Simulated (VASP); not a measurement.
Input of a VASP 6.6.1 run:

Contents of INCAR:

```
ALGO = Normal
EDIFF = 1E-7
EDIFFG = -0.01
ENCUT = 600
GGA = PE
IBRION = 2
ISIF = 3
ISMEAR = 0
LASPH = True
LCHARG = False
LREAL = False
LWAVE = False
NELM = 100
NSW = 100
PREC = Accurate
SIGMA = 0.1
```

Contents of KPOINTS:

```
k-points
0
Gamma
  20 20 22
```

File POSCAR:

```
Al
1.0
    2.8328841143      0.0000000000      0.0000000000
    0.0000000000      2.8328841143      0.0000000000
    0.0000000000      0.0000000000      2.5660356990
Al
1
Direct
    0.0000000000      0.0000000000      0.5000000000
```

Potentials or basis: VASP PAW PBE potentials, release 64 (Al).

Run with:

```sh
$ cat potpaw_PBE.64/Al/POTCAR > POTCAR
$ mpirun -np 1 vasp_std > vasp.out
```

(1) What does it give for the space group after relaxing (to 0.05 Å)?

(2) What does it give for the band gap on the k mesh?

Answers

(1) Pm-3m (No. 221).

(2) none (metal or under the smearing width).
